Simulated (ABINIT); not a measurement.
# HfB2 (P6/mmm) in ABINIT: reference runs, part 2 of 2

ABINIT 10.8.3 (patched build). The steps go on from the part before.

## Step 4: Equation of state, PBE

Contents of run.abi:

```
# Datasets: one volume each
ndtset 7
getwfk -1
scalecart1 3*0.9795861087
scalecart2 3*0.9864848297
scalecart3 3*0.9932883884
scalecart4 3*1.0000000000
scalecart5 3*1.0066227096
scalecart6 3*1.0131594038
scalecart7 3*1.0196128224

# Pseudopotentials
pp_dirpath "./"
pseudos "Hf.GGA_PBE-JTH.xml, B.GGA_PBE-JTH.xml"

# Structure
acell 3*1.0 Angstrom
rprim
     3.1400000000     0.0000000000     0.0000000000
    -1.5700000000     2.7193197679     0.0000000000
     0.0000000000     0.0000000000     3.4800000000
ntypat 2
znucl 72 5
natom 3
typat 1 2 2
xred
     0.0000000000     0.0000000000     0.0000000000
     0.6666666667     0.3333333333     0.5000000000
     0.3333333333     0.6666666667     0.5000000000

# Plane-wave basis
ecut 19.0
pawecutdg 38.0

# k points
kptopt 1
ngkpt 10 10 8
nshiftk 1
shiftk 0.0 0.0 0.0

# Exchange and correlation
ixc 11

# Bands and occupations
nband 13
occopt 3
tsmear 0.00183747

# SCF cycle
nstep 100
tolvrs 1.0e-9

# Output
iomode 3
prtwf 1
prtden 0
prteig 0
prtebands 0
enunit 2
```

Potentials or basis: JTH PAW PBE v2.0.

Launch:

```sh
$ abinit run.abi > log 2>&1
```

run.abo:

```text
.Version 10.8.3 of ABINIT
 DATASET    1 : space group P6/m m m (#191); Bravais hP (primitive hexag.)
================================================================================
 Values of the parameters that define the memory need for DATASET  1.
     intxc =       0    ionmov =       0      iscf =      17    lmnmax =      18
     lnmax =       6     mgfft =      27  mpssoang =       3    mqgrid =    3001
     natom =       3  nloc_mem =       2    nspden =       1   nspinor =       1
    nsppol =       1      nsym =      24    n1xccc =       1    ntypat =       2
    occopt =       3   xclevel =       2
       mpw =         757          nfft =       15552          nkpt =          70
 PAW method is used; the additional fine FFT grid is defined by:
   mgfftf=        36    nfftf =     46656
================================================================================
================================================================================
[... 71 lines left out ...]
 DATASET    7 : space group P6/m m m (#191); Bravais hP (primitive hexag.)
================================================================================
 Values of the parameters that define the memory need for DATASET  7.
     intxc =       0    ionmov =       0      iscf =      17    lmnmax =      18
     lnmax =       6     mgfft =      30  mpssoang =       3    mqgrid =    3001
     natom =       3  nloc_mem =       2    nspden =       1   nspinor =       1
    nsppol =       1      nsym =      24    n1xccc =       1    ntypat =       2
    occopt =       3   xclevel =       2
       mpw =         856          nfft =       17280          nkpt =          70
 PAW method is used; the additional fine FFT grid is defined by:
   mgfftf=        40    nfftf =     51840
================================================================================
================================================================================

--------------------------------------------------------------------------------
------------- Echo of variables that govern the present computation ------------
--------------------------------------------------------------------------------
 -outvars: echo values of preprocessed input variables --------
            acell      1.8897261259E+00  1.8897261259E+00  1.8897261259E+00 Bohr
              amu      1.78490000E+02  1.08110000E+01
             ecut      1.90000000E+01 Hartree
           enunit           2
           getwfk          -1
[... 583 lines left out ...]
  Such a large boxcut is a waste : you could raise ecut
  e.g. ecut=   46.026400 Hartrees makes boxcut=2

--------------------------------------------------------------------------------

-inwffil : will read wavefunctions from disk file runo_DS2_WFK.nc

================================================================================
[... 937 lines left out ...]
-Cartesian components of stress tensor (GPa)         [Pressure= -1.2207E+01 GPa]
- sigma(1 1)=  1.30070771E+01  sigma(3 2)=  0.00000000E+00
- sigma(2 2)=  1.30070771E+01  sigma(3 1)=  0.00000000E+00
- sigma(3 3)=  1.06079149E+01  sigma(2 1)=  0.00000000E+00

== END DATASET(S) ==============================================================
================================================================================

 -outvars: echo values of variables after computation  --------
            acell      1.8897261259E+00  1.8897261259E+00  1.8897261259E+00 Bohr
           etotal1    -5.5866720212E+01
           etotal2    -5.5868916082E+01
           etotal3    -5.5870252133E+01
           etotal4    -5.5870809186E+01
           etotal5    -5.5870661787E+01
           etotal6    -5.5869873550E+01
           etotal7    -5.5868505855E+01
            fcart1    -1.9301753302E-30 -1.1143872464E-30 -0.0000000000E+00
                      -1.9301753302E-30 -7.8007107251E-30 -0.0000000000E+00
                       3.8603506603E-30  8.9150979716E-30 -0.0000000000E+00
            fcart2     3.8333543180E-30  2.2131881474E-30 -0.0000000000E+00
                      -1.9166771590E-29  2.2131881474E-30 -0.0000000000E+00
                       1.5333417272E-29 -4.4263762948E-30 -0.0000000000E+00
            fcart3    -0.0000000000E+00 -0.0000000000E+00 -0.0000000000E+00
                       1.1421292927E-29 -6.5940865457E-30 -0.0000000000E+00
                      -1.1421292927E-29  6.5940865457E-30 -0.0000000000E+00
            fcart4    -0.0000000000E+00 -0.0000000000E+00 -0.0000000000E+00
[... 52 lines left out ...]
           xangst3     0.0000000000E+00  0.0000000000E+00  0.0000000000E+00
                       1.5594627698E+00  9.0035624993E-01  1.7283217958E+00
                      -5.1479176430E-17  1.8007124999E+00  1.7283217958E+00
           xangst4     0.0000000000E+00  0.0000000000E+00  0.0000000000E+00
                       1.5700000000E+00  9.0643992263E-01  1.7400000000E+00
                       2.4125095698E-17  1.8128798453E+00  1.7400000000E+00
           xangst5     0.0000000000E+00  0.0000000000E+00  0.0000000000E+00
                       1.5803976541E+00  9.1244301101E-01  1.7515235147E+00
                      -5.6902400892E-17  1.8248860220E+00  1.7515235147E+00
           xangst6     0.0000000000E+00  0.0000000000E+00  0.0000000000E+00
                       1.5906602640E+00  9.1836813160E-01  1.7628973626E+00
                      -2.0393969361E-17  1.8367362632E+00  1.7628973626E+00
           xangst7     0.0000000000E+00  0.0000000000E+00  0.0000000000E+00
                       1.6007921312E+00  9.2421776785E-01  1.7741263110E+00
                      -1.0135261332E-16  1.8484355357E+00  1.7741263110E+00
             xred      0.0000000000E+00  0.0000000000E+00  0.0000000000E+00
                       6.6666666667E-01  3.3333333333E-01  5.0000000000E-01
                       3.3333333333E-01  6.6666666667E-01  5.0000000000E-01
 Calculation completed.
```

Run time: 93 s. Hardware: 1 thread of Arm Neoverse V2, shared host; peak memory 0.16 GiB.

What came out:

```
Equilibrium volume                        : 9.96 Å³/atom
Bulk modulus at fixed shape and positions : 253 GPa
Pressure derivative of the bulk modulus   : 3.9
```

Energy against volume, from the lowest point:
| volume (Å³/atom) | energy (meV/atom) |
| --- | --- |
| 9.311 | 37.09 |
| 9.509 | 17.17 |
| 9.707 | 5.05 |
| 9.905 | 0.00 |
| 10.103 | 1.34 |
| 10.301 | 8.49 |
| 10.499 | 20.89 |

Caveat: pressures at fixed basis lie under the slope of the energies; the cell was scaled at fixed shape and fractional positions, which overstates the stiffness of a crystal with free parameters, most of all of layers and chains; the atomic spheres overlap.

## Step 5: The runs side by side

| task | cell | gap on the mesh (eV) | pressure (GPa) |
| --- | --- | --- | --- |
| single point | as given | none | 1.2 |
| single point | atoms moved at random, drawn with an rms of 0.05 Å | none | 2.0 |
| equation of state | as given | - | - |

Alike in all rows: level PBE; potentials or basis JTH PAW PBE v2.0; no spin polarisation; k mesh 10 × 10 × 8; cutoff (eV) 517; smearing fermi-dirac 0.05 eV.

Caveats: the atomic spheres overlap (some runs); pressures at fixed basis lie under the slope of the energies (some runs); the cell was scaled at fixed shape and fractional positions, which overstates the stiffness of a crystal with free parameters, most of all of layers and chains (some runs).

Absolute energies hang on the potentials; compare differences alone.
